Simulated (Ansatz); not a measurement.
## Ligand exchange: C4H7Cl + InH2(CH3) → C4H8 + InH(CH3)Cl

Species: C4H7Cl (cis-1-chloro-1-butene) `CC/C=C\Cl`, singlet; InH2(CH3), singlet; C4H8 (1-butene) `C=CCC`, singlet; InH(CH3)Cl, singlet. The partners trade Cl for H: C–Cl and In–H bonds give way to C–H and In–Cl.

Shapes, held fixed at every level: PBE0-D4/def2-TZVP. Flexible molecules stand in one conformer, not always the lowest. Programs: Ansatz 0.2.0. Electronic energies: no zero-point or thermal term.

```tsv
level	kind	ΔE (kJ/mol)	less CCSD(T)/def2-TZVPP
HF/def2-SVP	Hartree–Fock	-218.0	-25.1
HF/def2-TZVPP	Hartree–Fock	-215.6	-22.7
B3LYP-D4/def2-TZVPP	global hybrid	-192.5	+0.4
BHLYP-D4/def2-TZVPP	global hybrid	-202.1	-9.2
wB97M-V/def2-TZVPP	range-separated hybrid	-191.3	+1.6
B2PLYP/def2-TZVPP	double hybrid	-197.1	-4.2
CCSD/def2-TZVPP	coupled cluster or CI	-196.4	-3.5
CCSD(T)/def2-TZVPP	coupled cluster or CI	-192.9	0.0
```

The highest level, CCSD(T)/def2-TZVPP, gives ΔE = -192.9 kJ/mol; the levels span -218.0 to -191.3. The column of differences is taken from that level and isn't an error. No measured value is set beside it here. For atoms past krypton def2 sets carry core potentials with scalar relativity. Outer-core shells of In are correlated in most correlated rows, in sets that cover them unevenly.
